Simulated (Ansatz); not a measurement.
# A film clamped to a substrate in HgTe

Level of theory: DFT PBE, scalar-relativistic, plane waves, PAW (Ansatz 0.2.0). The runs took a 420 eV cutoff, a Γ-centred 16×16×16 mesh and Gaussian smearing (0.15 eV). Spin–orbit coupling is left out, which can shift energies with elements as heavy as these. No spin polarisation. Energies are free energies at this smearing, counted from the undisturbed cell; pressure is positive in compression.

The starting cell (relaxed at this level):

```
CELL_PARAMETERS angstrom
0.00000 3.32480 3.32480
3.32480 0.00000 3.32480
3.32480 3.32480 0.00000
ATOMIC_POSITIONS crystal
Hg 0.00000 0.00000 0.00000
Te 0.75000 0.75000 0.75000
```

The cell (2 atoms, V0 = 73.51 Å³) is strained by p along both x and y and by q along z, fractional coordinates fixed. τp = (1/V0) ∂E/∂p = (σxx + σyy)(1 + p)(1 + q) and τq = (1/V0) ∂E/∂q = σzz(1 + p)², with tension positive.

```csv
p,q,ΔE (meV/atom),τp (GPa),τq (GPa)
0.000,0.000,0.00,-0.03,-0.02
-0.025,0.000,11.48,-4.11,-1.66
0.025,0.000,9.65,3.28,1.29
0.000,-0.025,3.35,-1.60,-1.16
0.000,0.025,2.99,1.34,1.05
```

Problem. Get the second derivatives of the energy density.

Solution. Central differences give A = ∂τp/∂p = 148 GPa (C11 + C22 + 2 C12), C = ∂τq/∂q = 44 GPa (C33) and the cross term B = ∂τq/∂p = 59 GPa (C13 + C23); ∂τp/∂q = 59 GPa must equal B, and any difference shows higher-order terms. The ions are clamped. In a cubic crystal C11 = C = 44, C12 = B/2 = 29.5 GPa and A should be 2(C11 + C12) = 147 GPa; the bulk modulus is (C11 + 2 C12)/3 = 34 GPa.

Problem. A film of this crystal grows with z along the normal on a substrate that imposes p. How does its thickness respond, and what does the misfit cost?

Solution. Count p and q from the stress-free cell. A free surface needs τq = 0, so q = −(B/C) p = -1.33 p. The energy density left is (A − B²/C) p²/2 = M p², with the biaxial modulus M = 35 GPa; a misfit of 1 % costs 0.79 meV/atom, against 1.70 meV/atom if the thickness were held.

In a metal these slopes depend on the k mesh and the smearing.

Letting the film's thickness relax cuts the misfit cost to less than half, from 1.70 to 0.79 meV/atom at 1 %. The large response, q = -1.33 p, reflects a C12 that is a sizeable fraction of C11. The lattice resists a change of volume more than a tetragonal distortion, which mainly bends the tetrahedral bonds, and the restoring forces against bending are weak in so polar and heavy a zinc-blende compound. The thickness change therefore offsets much, but not all, of the in-plane area change.

Clamping the ions costs nothing here: under these strains, symmetry keeps each atom at its tetrahedral site, whereas a shear giving C44 would require internal relaxation. Compression is stiffer than tension in both directions, as expected from anharmonic bonding, so the single modulus describes only small misfits. The constants lie below the measured ones, probably because PBE overestimates the lattice parameter and so weakens the bonds. The elastic cost alone does not give the critical thickness, which also depends on the energy of misfit dislocations.
